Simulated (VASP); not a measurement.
**Rh: work function with PBE**

Slab: Rh, a slab with vacuum.

```xyz
5
Lattice="3.8669 0.0000 0.0000 -1.9334 10.0465 0.0000 0.0000 0.0000 23.1040" Properties=species:S:1:pos:R:3 pbc="T T T"
Rh    0.0000    0.0000   11.5520
Rh    0.0000    8.0372   11.5520
Rh    1.9334    6.0279   11.5520
Rh    0.0000    4.0186   11.5520
Rh    1.9334    2.0093   11.5520
```

The cell was built by a generator and needn't be a form met in nature.

| Item | Value |
| --- | --- |
| Program | VASP 6.6.1 |
| Task | work function |
| Functional | PBE |
| Potentials or basis | VASP PAW PBE potentials, release 64 (Rh_pv) |
| Cutoff | 520 eV |
| k mesh | 9 × 4 × 1 |
| Occupations | methfessel-paxton, width 0.1 eV |
| Spin | no spin polarisation |
| Dipole correction | yes |
| Further INCAR settings | ALGO = Fast; EDIFF = 1e-07 |

- Band gap on the k mesh: none (metal or under the smearing width)
- Work function of the upper face: 5.63 eV
- Work function of the lower face: 5.63 eV

Levels at points of the mesh, in eV from the Fermi level:
```tsv
k point	band 35	band 36	band 37	band 38	band 39	band 40	band 41	band 42
(0.00, 0.00, 0.00)	-0.04	-0.04	-0.01	-0.01	0.11	0.14	0.57	0.77
(0.00, 0.50, 0.00)	-0.28	-0.28	-0.04	-0.04	0.09	0.28	0.28	1.54
```

Run time: 12 min on 2 MPI ranks on Intel(R) Xeon(R) 6975P-C (Granite Rapids), on a shared host, peak memory 1.2 GiB a rank.
